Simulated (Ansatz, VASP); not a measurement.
**One calculation of CoO, two programs**

INCAR

```
  PREC = Accurate
  ENCUT = 520
  EDIFF = 1E-7
  ISMEAR = -1
  SIGMA = 0.05
  LREAL = False
  LASPH = True
  NELM = 100
  ALGO = Normal
  ISIF = 2
  LWAVE = False
  LCHARG = False
  ISPIN = 2
  MAGMOM = 2 0
  LORBIT = 11
  LMAXMIX = 4
  GGA = PE
  NBANDS = 18
```

Contents of KPOINTS:

```
regular mesh
0
Gamma
  11 11 11
```

File POSCAR:

```
CoO
1.0
    1.5054695445      0.8691832468      2.4399269062
   -1.5054695445      0.8691832468      2.4399269062
    0.0000000000     -1.7383664936      2.4399269062
Co O
1 1
Direct
    0.0000000000      0.0000000000      0.0000000000
    0.5000000000      0.5000000000      0.5000000000
```

Contents of input.yaml:

```yaml
crystal:
  lattice:
    - [1.5054695445, 0.8691832468, 2.4399269062]
    - [-1.5054695445, 0.8691832468, 2.4399269062]
    - [0.0, -1.7383664936, 2.4399269062]
  atoms:
    - { symbol: Co, position: [0.0, 0.0, 0.0], spin: 2.0 }
    - { symbol: O, position: [0.5, 0.5, 0.5] }
hamiltonian:
  xc: pbe
  pseudopotentials: { kind: paw }
magnetization:
  spin_polarized: true
kpoints:
  mp_grid: { grid: [11, 11, 11] }
scf:
  occupations: { method: fermi_dirac, width: 0.05 }
output:
  forces: true
  stress: true
  eigenvalues: true
```

The cell is a database's computed one.

Alike in both runs: task single point; functional PBE; k mesh 11 × 11 × 11; occupations fermi-dirac, width 0.05 eV; collinear spin, ferromagnetic start.

|  | VASP | Ansatz |
| --- | --- | --- |
| version | VASP 6.6.1 | Ansatz 0.2.0 |
| potentials or method | VASP PAW PBE potentials, release 64 (Co, O) | Ansatz PAW |
| plane-wave cutoff (eV) | 520 | 420 |
| valence electrons in the cell | 15 | 23 |

Ansatz gave:

```
gap on the k mesh at the Fermi level (eV)                     : none
pressure (GPa)                                                : 0.0
largest component of the traceless stress (GPa)               : 0.30
net moment per atom (μB)                                      : 1.45
size of the moment on the site where the two differ most (μB) : 2.47
```

Q: Which values does VASP return?

A: gap on the k mesh at the Fermi level (eV): none; pressure (GPa): -0.6; largest component of the traceless stress (GPa): 0.27; net moment per atom (μB): 1.44; size of the moment on the site where the two differ most (μB): 2.54.

Site moments also hang on the region over which each program counts them. A gap of «none» marks a metal or a gap that the smearing closes. The functional is the same, so the differences come from potentials, cutoffs and numerics. The two sets of potentials don't hold the same shells in valence.

Caveats: a cell with one magnetic atom can't hold antiferromagnetic order, which such compounds often take; semilocal functionals often make such compounds metallic where correlation or magnetic order opens a gap, which also shifts bond lengths; the pressure holds a Pulay correction of +0.7 GPa for the finite cutoff (Ansatz). With open d or f shells a metallic result of PBE can be an artefact of self-interaction; +U or a hybrid may open a gap.
